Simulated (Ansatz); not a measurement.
The elements of this relaxed trial crystal are hidden behind letters.

```
lattice vectors (Å)
   2.8302    0.0000    0.0000
   0.0000    2.8302    0.0000
   0.0000    0.0000    5.0097
fractional positions
X 0.0000 0.5000 0.5000
X 0.5000 0.0000 0.0000
Z 0.0000 0.0000 0.2500
Z 0.0000 0.0000 0.7500
```

These are results of DFT PBE, scalar-relativistic, plane waves, PAW (Ansatz 0.2.0), not measurements. Plane waves to 420 eV, a 16×16×10 mesh through Γ for the 4-atom cell and 0.10 eV Gaussian smearing; no spin polarisation.

| Item | Value |
| --- | --- |
| Space group | P4_2/mmc (No. 131) |
| Conventional cell | a = 2.830 Å, c = 5.010 Å |
| Volume per atom | 10.03 Å³ |
| Density | 6.18 g/cm³ |
| Energy over the elements | −0.83 eV/atom |
| Gap on the 16×16×10 mesh of the 4-atom cell | 0 eV (a metal) |

Energies are uncorrected and count from the elements' standard states at the same level.

Task: X is a d-block element of period 4 and Z is a p-block element of period 2. Which elements are they?

Result: X = Ni, Z = O, so the formula is NiO. Density times volume gives a mean mass of 6.18 × 10.03/1.6605 = 37.3 u per atom, and this set has 37.3 u. Ni is surrounded by 4 O at 1.89 Å; around O lie 4 Ni at 1.89 Å. Other sets within the hints have nearly the same mass, so mass alone doesn't settle it; this one was computed.

In such compounds of Ni a zero gap at this level may well be an artefact, since no Hubbard U is applied. Trial moments died out on the coarse mesh, so the last step has no spin; another magnetic start might hold. This cell was reached by moving the atoms of another relaxed cell at random and relaxing again, last within the group found; it had no such test of its own.
